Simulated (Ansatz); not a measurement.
# Sc2GaN3: the cost of one run

Program: Ansatz 0.2.0. Level of theory: DFT PBE, scalar-relativistic, plane waves, PAW. These are calculated values, not measurements.

## 1. The starting structure

The structure is tetragonal, space group I4/mmm (No. 139). The conventional cell has a = 3.439 Å, b = 3.439 Å, c = 14.592 Å, α = 90.00°, β = 90.00°, γ = 90.00°. Sc (site symmetry 4mm) is surrounded by 6 N at 2.43 Å. Ga (site symmetry 4/mmm) has 6 N at 2.43 Å as nearest neighbours. Around N (site symmetry 4mm) lie 5 Sc at 2.43 Å and 1 Ga at 2.43 Å. N (site symmetry 4/mmm) is surrounded by 4 Ga at 2.43 Å and 2 Sc at 2.43 Å.

Coordinates:

```xyz
6
Lattice="-1.7197 1.7197 7.2961 1.7197 -1.7197 7.2961 1.7197 1.7197 -7.2961" Properties=species:S:1:pos:R:3 pbc="T T T"
Sc    0.0000    0.0000   12.1602
Sc    0.0000    0.0000    2.4320
Ga    0.0000    0.0000    7.2961
N     0.0000    0.0000    9.7282
N     0.0000    0.0000    4.8641
N     0.0000    0.0000    0.0000
```

The start is an ordering of an alloy on its end members' structure types: elements ordered on the sites of the GaN type, Ga/Sc on Ga (I4/mmm, No. 139).

## 2. Probe: one point on a coarse mesh

Input file input.yaml:

```yaml
crystal:
  lattice:
    - [-1.71971076, 1.71971076, 7.29611482]
    - [1.71971076, -1.71971076, 7.29611482]
    - [1.71971076, 1.71971076, -7.29611482]
  atoms:
    - { symbol: Sc, position: [0.83333333, 0.83333333, 0.0] }
    - { symbol: Sc, position: [0.16666667, 0.16666667, 0.0] }
    - { symbol: Ga, position: [0.5, 0.5, 0.0] }
    - { symbol: "N", position: [0.66666667, 0.66666667, 0.0] }
    - { symbol: "N", position: [0.33333333, 0.33333333, 0.0] }
    - { symbol: "N", position: [0.0, 0.0, 0.0] }
basis:
  ecutwfc: 420
kpoints:
  mp_grid: { grid: [8, 8, 8] }
hamiltonian:
  xc: pbe
scf:
  occupations: { method: gaussian, width: 0.1 }
  lower_state_search: "off"
output:
  forces: true
  stress: true
  eigenvalues: true
```

Command:

```
$ ansatz run input.yaml --threads 1 --pin off --max-ram 2560MiB --backend cpu --events-out ev --progress --plain --runs-dir out
```

**Question.** How long does this run take on 1 thread of Intel Xeon Platinum 8259CL at 2.50GHz (Skylake/Cascade Lake), shared host, and how much memory does it need?

About 7.7 s, with a peak of 0.46 GiB.
